**Problem.** Twelve density-functional calculations treat the same zinc-blende AlN crystal with its atoms fixed in place. In the table, "gap on path" is the smallest energy between any filled and any empty state along the band path. "Direct gap on path" is the smallest such energy when the electron keeps its wave vector. The parts ask what the choice of functional does to these gaps, and why.

Plane-wave Kohn-Sham DFT calculations with ABINIT 10.8.3 for zinc-blende AlN (2-atom cell, conventional edge 4.368 Å), without spin polarisation or spin-orbit coupling. Every row uses the same fixed geometry and a 10 × 10 × 10 k mesh; the gaps are taken along a band path through special points.

```tsv
functional	potentials	wave cutoff	gap on path (eV)	direct gap on path (eV)
LDA	PseudoDojo-NC-SR-LDA-v0.4.1-standard	1142.88 eV	3.259	4.244
PBEsol	PseudoDojo-NC-SR-PBEsol-v0.4.1-standard	1142.88 eV	3.188	4.118
revPBE	PseudoDojo-NC-SR-PBE-v0.4.1-standard	1142.88 eV	3.370	4.234
BLYP	PseudoDojo-NC-SR-PBE-v0.4.1-standard	1142.88 eV	3.701	4.510
AM05	PseudoDojo-NC-SR-PBEsol-v0.4.1-standard	1142.88 eV	3.182	4.122
HCTH407	PseudoDojo-NC-SR-PBE-v0.4.1-standard	1142.88 eV	3.788	4.557
LDA-PZ	PseudoDojo-NC-SR-LDA-v0.4.1-standard	1142.88 eV	3.252	4.240
LDA-VWN	PseudoDojo-NC-SR-LDA-v0.4.1-standard	1142.88 eV	3.261	4.246
PW91	PseudoDojo-NC-SR-PBE-v0.4.1-standard	1142.88 eV	3.365	4.222
SOGGA	PseudoDojo-NC-SR-PBEsol-v0.4.1-standard	1142.88 eV	3.070	4.018
WC	PseudoDojo-NC-SR-PBEsol-v0.4.1-standard	1142.88 eV	3.217	4.133
rSCAN	JTH-PAW-PBE-v2.0	816.342 eV	3.899	4.779
```

**(a) Is the gap direct or indirect, and which states set it?**

*Solution.* The direct gap is the larger one in every row, by 0.77 to 0.99 eV, so the gap is indirect. The levels of the revPBE and SOGGA runs place the top of the filled bands and the direct gap at Γ, the centre of the Brillouin zone. The same is assumed for the other rows. The lowest empty state of zinc-blende AlN is known to lie at X, on the zone boundary. Both gaps therefore start from the same filled state and end on different empty ones.

**(b) Which digits can carry a ranking?**

*Solution.* The three LDA rows use different parametrisations of the same electron-gas energy, and their gaps agree within 9 meV. PBEsol and AM05 are 6 meV apart, too close for a firm ranking, since the table has no second k mesh or higher cutoff that would test the last digit. Runs with the same potentials and settings share most of their numerical error, so differences of several hundredths of an eV between them can be expected to hold. None of this tells how close a gap is to experiment.

**(c) Which rows show the effect of the functional most cleanly?**

*Solution.* PW91, revPBE, BLYP and HCTH407 share one set of potentials, so only the functional for the valence electrons changes among them. Their gaps still spread over 0.42 eV. The four functionals run with PBEsol potentials spread over only 0.15 eV, and all of them lie below the first group. That step between the groups mixes two causes, because functional and potentials change together. Even within a group one limit remains: the potentials were not remade for each functional, so the frozen core they describe stays that of PBE or PBEsol.

**(d) The atoms do not move. How can the gap widen?**

*Solution.* The highest filled states are mainly 2p orbitals of N, while the lowest empty states are expected to have less weight on N, the one at X lying mostly between the atoms. A functional that makes the region near N more attractive, compared with the rest of the cell, is expected to lower the filled states relative to the empty ones. The gap then opens, even if both sets of levels move the same way. Gradient-corrected functionals (GGAs) can differ in this way because each responds differently to how steeply the density changes around an atom. The N 2p orbitals should then also draw in more tightly, which would put more charge close to N.

The calculated charges fit this picture. Among the four GGAs that share the PBE potentials, the number of electrons in the N sphere rises in the same order as the gap, though PW91 and revPBE are nearly tied in both. From PW91 to HCTH407 it goes from 5.3813 to 5.4315, while the Al sphere hardly changes (1.0964 and 1.0973), so the extra charge comes from the space between the atoms rather than from Al. Over all eight GGAs that order is almost kept. The extra charge is a companion of the wider gap, not proof of its cause. The LDA rows break the pattern: their N charge is close to that of SOGGA and PBEsol, yet their gap is larger than either. They use a third set of potentials, which can shift both the gap and the charge counted in the sphere, so the break need not come from the functional. The charge on N is a safe guide only among rows that share their potentials.

**(e) Does the functional simply lift all empty states together?**

*Solution.* If it did, both gaps would grow by the same amount. From PW91 to HCTH407, with the potentials unchanged, the indirect gap grows by 0.423 eV. The rigid shift then predicts

direct gap of HCTH407 ≈ 4.222 eV + 0.423 eV = 4.645 eV.

The calculation gives 4.557 eV. The estimate is 0.088 eV too high, about a fifth of the shift itself, so the rigid picture holds roughly but not exactly.

The filled state is common to both gaps and drops out of their difference. The misfit must therefore come from the two empty states: the one at Γ rises less than the one at X. A likely reason is their shape. The Γ state is s-like and is expected to keep much weight near N, so extra attraction there holds it down along with the filled states, while the X state, lying mostly between the atoms, gains less from it. The separation between the two is indeed largest in LDA, which has no gradient correction, though the potentials differ there as well.

**(f) What would change if each functional could choose its own cell?**

*Solution.* The pressures show that the functionals disagree about the volume. With a rough bulk modulus of 200 GPa, BLYP would expand the cell by about 5 %, while the LDAs would shrink it by about 2 %. Expansion weakens the overlap that pushes the antibonding Γ state up, so the direct gap of BLYP should fall. By how much cannot be read here, since every row uses the same cell. The table ranks functionals at one geometry, not at their own equilibrium.

**(g) What would change if Ga replaced Al?**

*Solution.* The Γ state is an antibonding mixture of the s orbitals of the metal and of N, so it follows the metal's s orbital. In Ga this orbital lies deeper than in Al, because the filled 3d shell screens the nucleus poorly. The Γ state therefore drops and the direct gap shrinks, helped by the slightly longer bonds of GaN. In zinc-blende GaN the Γ state even lies below the X state, so the smallest gap of that crystal is direct.

**(h) Is the largest gap in the table close to the real one?**

*Solution.* rSCAN gives the largest gap, 3.90 eV, but the measured indirect gap is roughly 5.3 eV (a recalled value). Across the table the shortfall is 26 to 42 % of that value. The common cause is well understood. The true gap contains a jump in the exchange-correlation potential when an electron is added, and LDA and GGA potentials have no such jump. A GGA with a larger gap has not supplied it.

A meta-GGA such as rSCAN can recover part of the jump, because its potential depends on the orbitals. How much it recovers here is unclear. The row also changes the type of potential and the cutoff, and its run reported very small densities that were reset to a minimum value.

Picking the row with the largest gap is therefore no cure. For a gap to set beside experiment, the usual next step is a hybrid functional or a GW calculation, either of which is expected to widen it. The crystal form must match as well. The stable form of AlN is wurtzite, whose gap is direct, so a gap measured on wurtzite is the wrong yardstick here.

The output below lists the differences, spreads and charges used in these solutions.

Numerical output:

```
Gaps and further outputs:
      row  direct minus indirect gap (eV)  shortfall (eV)  electrons in N sphere  pressure (GPa)  wanted volume change (%)
      LDA                           0.985           2.041                  5.345          -4.817                    -2.409
   PBEsol                            0.93           2.112                  5.352           1.221                    0.6105
   revPBE                           0.864            1.93                  5.384           5.172                     2.586
     BLYP                           0.809           1.599                  5.414           9.459                     4.729
     AM05                            0.94           2.118                  5.352           0.959                    0.4795
  HCTH407                           0.769           1.512                  5.431           1.198                     0.599
   LDA-PZ                           0.988           2.048                  5.344          -4.627                    -2.313
  LDA-VWN                           0.985           2.039                  5.345          -4.938                    -2.469
     PW91                           0.857           1.935                  5.381           4.574                     2.287
    SOGGA                           0.948            2.23                   5.34           0.147                    0.0735
       WC                           0.916           2.083                  5.357           1.484                     0.742
    rSCAN                            0.88           1.401                  2.647           2.786                     1.393
Spread of the indirect gap over all rows (eV): 0.829
Spread of the indirect gap among the three LDAs (meV): 9
Spread of the indirect gap among GGAs with PBEsol potentials (eV): 0.147
Spread of the indirect gap among GGAs with PBE potentials (eV): 0.423
Mean indirect gap of the LDAs (eV): 3.257
Mean indirect gap of GGAs with PBEsol potentials (eV): 3.164
Mean indirect gap of GGAs with PBE potentials (eV): 3.556
PBEsol minus AM05 indirect gap (meV): 6
revPBE minus PW91 indirect gap (meV): 5
BLYP minus revPBE indirect gap (eV): 0.331
HCTH407 minus PW91 indirect gap (eV): 0.423
HCTH407 minus PW91 direct gap (eV): 0.335
HCTH407 minus SOGGA indirect gap (eV): 0.718
HCTH407 minus SOGGA direct gap (eV): 0.539
rSCAN minus HCTH407 indirect gap (eV): 0.111
rSCAN minus revPBE indirect gap (eV): 0.529
Smallest shortfall against the rough measured gap (%): 26.43
Largest shortfall against the rough measured gap (%): 42.08
Rank correlation of N-sphere charge and indirect gap among the eight GGAs: 0.9762
Gap at Gamma from the levels of revPBE (eV): 4.234
Gap at Gamma from the levels of SOGGA (eV): 4.018
```
